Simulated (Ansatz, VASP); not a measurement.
# Two plane-wave programs on Ga

File INCAR:

```
PREC     = Accurate       # precision mode
ENCUT    = 520            # plane-wave cutoff, eV
EDIFF    = 1E-6           # SCF threshold, eV
ISMEAR   = -1             # smearing method
SIGMA    = 0.05           # smearing width, eV
LREAL    = False          # projectors in reciprocal space
LASPH    = True           # aspherical terms in the spheres
NELM     = 80             # most SCF steps
ALGO     = Normal         # electronic algorithm
ISIF     = 2              # what is computed and relaxed
LWAVE    = False          # write WAVECAR
LCHARG   = False          # write CHGCAR
GGA      = CA             # functional
NBANDS   = 12             # bands
```

Contents of KPOINTS:

```
Automatic mesh
0
Gamma
  16 16 16
```

The input POSCAR:

```
Ga
1.0
   -1.2506942736      1.2506942736      1.2506942736
    1.2506942736     -1.2506942736      1.2506942736
    1.2506942736      1.2506942736     -1.2506942736
Ga
1
Direct
    0.0000000000      0.0000000000      0.0000000000
```

Input for Ansatz:

```yaml
crystal:
  lattice:
    - [-1.2506942736, 1.2506942736, 1.2506942736]
    - [1.2506942736, -1.2506942736, 1.2506942736]
    - [1.2506942736, 1.2506942736, -1.2506942736]
  atoms:
    - { symbol: Ga, position: [0.0, 0.0, 0.0] }
kpoints:
  mp_grid: { grid: [16, 16, 16] }
  band_path:
    path:
      - [0.0, 0.0, 0.0]
      - [0.5, -0.5, 0.5]
      - [0.0, 0.0, 0.5]
      - [0.0, 0.0, 0.0]
      - [0.25, 0.25, 0.25]
      - [0.5, -0.5, 0.5]
      - [0.25, 0.25, 0.25]
      - [0.0, 0.0, 0.5]
    npoints: 8
scf:
  occupations: { method: fermi_dirac, width: 0.05 }
hamiltonian:
  xc: lda
  pseudopotentials: { kind: paw }
output:
  forces: true
  stress: true
  eigenvalues: true
  populations: true
  dos: { projected: true, de: 0.2, e_range: [-14, 8] }
```

Change from the starting cell: volume scaled by 0.45, PAW files.

Alike in both runs: task single point; functional LDA; k mesh 16 × 16 × 16; occupations fermi-dirac, width 0.05 eV; no spin polarisation.

|  | VASP | Ansatz |
| --- | --- | --- |
| version | VASP 6.6.1 | Ansatz 0.2.0 |
| potentials or method | VASP PAW LDA potentials, release 64 (Ga_d) | PAW with Ansatz's default frozen-core files, scalar-relativistic |
| plane-wave cutoff (eV) | 520 | 420 |
| valence electrons in the cell | 13 | 13 |

|  | VASP | Ansatz | Ansatz less VASP |
| --- | --- | --- | --- |
| pressure (GPa) | 347.5 | 340.9 | -6.66 |

Caveats: the cell as given lies far from equilibrium; so large a pressure means that the cell lies far from this level's equilibrium, or that cutoff or potentials fall short (VASP).
